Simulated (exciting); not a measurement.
**CdO (Monteponite): equation of state with PBE**

CdO (Monteponite):

```xyz
2
Lattice="0.0000 2.3495 2.3495 2.3495 0.0000 2.3495 2.3495 2.3495 0.0000" Properties=species:S:1:pos:R:3 pbc="T T T"
Cd    0.0000    0.0000    0.0000
O     2.3495    2.3495    2.3495
```

- Program: exciting (release sodium)
- Task: equation of state
- Functional: PBE
- Potentials or basis: all-electron LAPW+lo, shipped species files, valence relativity iora*
- rgkmax: 7.5
- k mesh: 10 × 10 × 10
- Occupations: fermi-dirac, width 0.05 eV
- Spin: no spin polarisation
- gmaxvr (cutoff of density and potential): 14 1/bohr
- lmaxapw (and lmaxmat): 10
- lmaxvr: 8
- nempty: 10
- Valence relativity: iora*
- Muffin-tin radii: Cd 2.3, O 1.45 bohr

The equilibrium volume is 13.57 Å³/atom. The bulk modulus is 125 GPa and the pressure derivative of the bulk modulus is 4.8.

Energy against volume, from the lowest point:
| volume (Å³/atom) | energy (meV/atom) |
| --- | --- |
| 12.191 | 66.92 |
| 12.451 | 42.28 |
| 12.710 | 23.87 |
| 12.970 | 11.06 |
| 13.229 | 3.29 |
| 13.488 | 0.00 |
| 13.748 | 0.65 |

PBE usually gives volumes a little too large and moduli too small. Zero-point motion and thermal expansion aren't in these numbers.
